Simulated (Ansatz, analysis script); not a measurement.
# Stoner picture of a free-standing square Co monolayer, spacing 2.375 Å

Is a free-standing square Co monolayer, spacing 2.375 Å magnetic, nearly magnetic or plainly paramagnetic? E(M) and M(B) tell.

Method: PBE, PAW set soft_1, in Ansatz 0.2.0.

This is a report of a sequence of runs, with most program output left out.

**1. The starting structure**

The cell holds 1 atom: 1 Co. Its edges and angles: a = 2.375 Å, b = 2.375 Å, c = 14.000 Å, α = 90.0°, β = 90.0°, γ = 90.0°. An idealised lattice of chosen spacing, in vacuum. Vacuum lies along c.

**2. The collinear state**

A collinear run comes first: it shows whether moments survive, and how large they are.

The input, input.yaml:

```yaml
crystal:
  lattice:
    - [2.375, 0.0, 0.0]
    - [0.0, 2.375, 0.0]
    - [0.0, 0.0, 14.0]
  atoms:
    - { symbol: Co, position: [0.0, 0.0, 0.5], spin: 2.0 }
magnetization:
  spin_polarized: true
kpoints:
  mp_grid: { grid: [9, 9, 1] }
hamiltonian:
  xc: pbe
  pseudopotentials: { kind: paw, azcp: { folder: soft_1 } }
scf:
  occupations: { method: fermi_dirac, width: 0.1 }
  max_iter: 120
  convergence: { dr2_threshold: 1.0e-08 }
  lower_state_search: "off"
```

Command:

```sh
$ ansatz run input.yaml --threads 2 --pin off --max-ram 5120MiB --backend cpu --events-out ev --progress --plain --runs-dir out
```

Run time: 1.2 s. Hardware: 2 threads of Arm Neoverse V2, shared host; peak memory 0.31 GiB; 2.2 s of CPU time.

Spin moment in the atom's sphere by atom:

| atom | spin moment in the atom's sphere (μB) |
| --- | --- |
| Co1 | 2.02 |

The run ends ferromagnetic, with a net moment of 1.98 μB a cell. With one Co atom carrying the moment, parallel order of its images is forced by the cell, not found.

**3. The same state on a denser mesh**

Levels at the Fermi energy are partly filled, so moments and energy differences can hang on the k-mesh, and the state is solved again on a denser one.

input.yaml, the sections that differ from step 2:

```yaml
crystal:
  lattice:
    - [2.375, 0.0, 0.0]
    - [0.0, 2.375, 0.0]
    - [0.0, 0.0, 14.0]
  atoms:
    - { symbol: Co, position: [0.0, 0.0, 0.5], spin: 2.02 }
kpoints:
  mp_grid: { grid: [23, 23, 1] }
basis:
  ecutwfc: 420.0
checkpoint:
  read: start
  write: ck
  compress: false
  write_wavefunctions: false
  write_every: 100000
# magnetization, hamiltonian, scf: as in step 2
```

Elapsed: 3.5 s, on 2 threads; peak memory 0.43 GiB.

Spin moment in the atom's sphere by atom:

| atom | spin moment in the atom's sphere (μB) |
| --- | --- |
| Co1 | 2.03 |

The run ends ferromagnetic, with a net moment of 2.00 μB a cell, against 1.98 μB on the first mesh.

**4. The non-magnetic reference**

The state without spin is the zero of E(M).

input.yaml, the sections that differ from step 3:

```yaml
crystal:
  lattice:
    - [2.375, 0.0, 0.0]
    - [0.0, 2.375, 0.0]
    - [0.0, 0.0, 14.0]
  atoms:
    - { symbol: Co, position: [0.0, 0.0, 0.5] }
scf:
  occupations: { method: fermi_dirac, width: 0.1 }
  max_iter: 120
  convergence: { dr2_threshold: 1.0e-08 }
# kpoints, hamiltonian, basis: as in step 3
# magnetization: removed
# checkpoint: removed
```

Command:

```sh
$ ansatz run input.yaml --threads 1 --pin off --max-ram 2560MiB --backend cpu --events-out ev --progress --plain --runs-dir out
```

The job ended after 3.1 s (1 thread; peak memory 0.4 GiB).

The free collinear run lies 508 meV below it.

**5. Without spin, levels printed**

Changes to input.yaml since step 4:

```diff
@@ -18 +18,3 @@
   ecutwfc: 420.0
+output:
+  eigenvalues: true
```

The job ended after 3.3 s (1 thread; peak memory 0.39 GiB).

**6. Total moment fixed at 0.236 μB**

Two Fermi levels, one a spin, hold the total moment exactly, which reaches states that a free run would leave.

input.yaml, the sections that differ from step 5:

```yaml
crystal:
  lattice:
    - [2.375, 0.0, 0.0]
    - [0.0, 2.375, 0.0]
    - [0.0, 0.0, 14.0]
  atoms:
    - { symbol: Co, position: [0.0, 0.0, 0.5], spin: 0.236 }
magnetization:
  spin_polarized: true
  initial_magnetization: 0.236
  spin_locking: { lock_magnetization: hard }
scf:
  occupations: { method: fermi_dirac, width: 0.1 }
  max_iter: 120
  convergence: { dr2_threshold: 1.0e-08 }
  lower_state_search: "off"
# kpoints, hamiltonian, basis: as in step 5
# output: removed
```

Elapsed: 14 s, on 1 thread; peak memory 0.41 GiB.

The energy is -16.6 meV from the state without spin, and the largest site carries 0.274 μB.

**7. Total moment fixed at 0.472 μB**

input.yaml, the sections that differ from step 6:

```yaml
crystal:
  lattice:
    - [2.375, 0.0, 0.0]
    - [0.0, 2.375, 0.0]
    - [0.0, 0.0, 14.0]
  atoms:
    - { symbol: Co, position: [0.0, 0.0, 0.5], spin: 0.472 }
magnetization:
  spin_polarized: true
  initial_magnetization: 0.472
  spin_locking: { lock_magnetization: hard }
# kpoints, hamiltonian, scf, basis: as in step 6
```

Run time: 18 s. Hardware: 1 thread; peak memory 0.41 GiB.

The energy is -49.2 meV from the state without spin, and the largest site carries 0.531 μB.

**8. Total moment fixed at 1.653 μB**

input.yaml, the sections that differ from step 7:

```yaml
crystal:
  lattice:
    - [2.375, 0.0, 0.0]
    - [0.0, 2.375, 0.0]
    - [0.0, 0.0, 14.0]
  atoms:
    - { symbol: Co, position: [0.0, 0.0, 0.5], spin: 1.653 }
magnetization:
  spin_polarized: true
  initial_magnetization: 1.653
  spin_locking: { lock_magnetization: hard }
# kpoints, hamiltonian, scf, basis: as in step 7
```

The job ended after 7.5 s (1 thread; peak memory 0.41 GiB).

The energy is -446 meV from the state without spin, and the largest site carries 1.75 μB.

**9. Total moment fixed at 2.597 μB**

input.yaml, the sections that differ from step 8:

```yaml
crystal:
  lattice:
    - [2.375, 0.0, 0.0]
    - [0.0, 2.375, 0.0]
    - [0.0, 0.0, 14.0]
  atoms:
    - { symbol: Co, position: [0.0, 0.0, 0.5], spin: 2.597 }
magnetization:
  spin_polarized: true
  initial_magnetization: 2.597
  spin_locking: { lock_magnetization: hard }
# kpoints, hamiltonian, scf, basis: as in step 8
```

Run time: 8.5 s. Hardware: 1 thread; peak memory 0.42 GiB.

The energy is -235 meV from the state without spin, and the largest site carries 2.33 μB.

The other 7 runs of this kind were made alike; their results stand in the table below.

**10. No field, tight threshold**

A field gives a second route to the same curve. A thousand tesla shift each spin by 58 meV, and the threshold is tightened so that small induced moments are resolved.

input.yaml, the sections that differ from step 9:

```yaml
crystal:
  lattice:
    - [2.375, 0.0, 0.0]
    - [0.0, 2.375, 0.0]
    - [0.0, 0.0, 14.0]
  atoms:
    - { symbol: Co, position: [0.0, 0.0, 0.5], spin: 2.03 }
magnetization:
  spin_polarized: true
scf:
  occupations: { method: fermi_dirac, width: 0.1 }
  max_iter: 120
  convergence: { dr2_threshold: 1.0e-10 }
  lower_state_search: "off"
# kpoints, hamiltonian, basis: as in step 9
```

Elapsed: 8.6 s, on 1 thread; peak memory 0.42 GiB.

The net moment is 2.00 μB a cell.

**11. Field of 1000 T**

Changes to input.yaml since step 10:

```diff
@@ -9,2 +9,3 @@
   spin_polarized: true
+  magnetic_field: 1000.0
 kpoints:
```

Run time: 9.6 s. Hardware: 1 thread; peak memory 0.42 GiB.

The net moment is 2.03 μB a cell.

3 more runs differ from these in the same keys alone and are tabled below.

**12. E(M) and M(B)**

Table of energy less the state without spin by total moment:

| total moment (μB/cell) | energy less the state without spin (meV/cell) |
| --- | --- |
| 0.00 | 0 |
| 0.24 | -16.6 |
| 0.47 | -49.2 |
| 0.71 | -105 |
| 0.94 | -171 |
| 1.18 | -256 |
| 1.42 | -353 |
| 1.65 | -446 |
| 1.89 | -501 |
| 2.12 | -494 |
| 2.36 | -400 |
| 2.60 | -235 |

The field that holds a moment is half the difference of the two Fermi levels over μB.

Field that holds the moment against total moment:

| total moment (μB/cell) | field that holds the moment (T) |
| --- | --- |
| 0.236 | -1702 |
| 0.472 | -3062 |
| 0.708 | -3977 |
| 0.944 | -5575 |
| 1.180 | -6718 |
| 1.417 | -7279 |
| 1.653 | -5822 |
| 1.889 | -2166 |
| 2.125 | 3974 |
| 2.361 | 9588 |
| 2.597 | 14672 |

The total moment by field:

| field (T) | total moment (μB/cell) |
| --- | --- |
| 0 | 2.00 |
| 100 | 2.00 |
| 200 | 2.01 |
| 500 | 2.02 |
| 1000 | 2.03 |

Three Landau terms miss the curve as a whole or at its small-moment end, and no Stoner analysis is made here.

**13. What came out**

| Property | Result |
| --- | --- |
| state of the free run | ferromagnetic |
| net moment of the free run | 2.00 μB |
| energy of the free run from the state without spin | -508 meV a cell |
| lowest of the fixed moments tried | M = 1.889 μB, -501 meV |
| dM/dB between 0 and 100 T | 0.0409 μB a cell per 1000 T |

What this shows: At this level the system is magnetic: the free run keeps 2.03 μB on the largest site. No other order was typed. The free run, at 2.00 μB, lies 508 meV under the state without spin and so below every fixed moment tried: the minimum falls between two of them. Among the fixed moments, E(M) falls 501 meV below the state without spin and is lowest near 1.889 μB on this grid. The field acts on spins alone. The 16 fixed-moment and field runs took 2.5 min of wall time, added up. Energies are free energies at a smearing of 0.1 eV, and with partly filled levels differences shift, at times strongly, as the smearing goes to zero. The cell was taken as built, with atoms unrelaxed. In doubt: the program's search for lower states was switched off, so a lower magnetic state than those reached may exist.

[Logs and program files are shortened in this print: banners, set-up blocks, solver, clock and traceback lines can be left out without a mark of their own.]

[Logs are printed without paths, hosts, clocks, repeated set-up lines and the standing remarks that a program may print on its own settings, such as how far it seeks lower states.]

[Hosts, paths, dates, database ids (printed as entryN), source tags and the programs' standing remarks are cut or masked in the printed files.]
